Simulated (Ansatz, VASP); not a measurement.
**Fe in VASP and in Ansatz**

```
CELL_PARAMETERS angstrom
0.00000 1.97199 1.97226
1.39464 0.00000 1.97226
1.39464 1.97199 0.00000
ATOMIC_POSITIONS crystal
Fe 0.00000 0.00000 0.00000
```

Alike in both runs: functional PBEsol; k mesh 10 × 10 × 10; occupations gaussian, width 0.1 eV; collinear spin.

Ansatz relaxed the structure, and its values are those at the end. VASP's run is a single point on that final structure, the one shown.

|  | VASP | Ansatz |
| --- | --- | --- |
| version | VASP 6.6.1 | Ansatz 0.2.0 |
| potentials or method | VASP PAW PBE potentials, release 64 (Fe) | scalar-relativistic, plane waves, PAW |
| plane-wave cutoff (eV) | 520 | 420 |
| valence electrons in the cell | 8 | 16 |

Ansatz gave:

```
gap on the k mesh at the Fermi level (eV)                     : none
pressure (GPa)                                                : 0.0
net moment per atom (μB)                                      : 2.12
size of the moment on the site where the two differ most (μB) : 2.16
```

What did VASP give for the same quantities?

gap on the k mesh at the Fermi level (eV): none; pressure (GPa): 0.0; net moment per atom (μB): 2.13; size of the moment on the site where the two differ most (μB): 2.11.

Site moments also hang on the region over which each program counts them. A gap of «none» marks a metal or a gap that the smearing closes. The two sets of potentials don't hold the same shells in valence.

Caveats: the PAW data sets were made with another functional, which shifts forces and pressure a little (VASP).
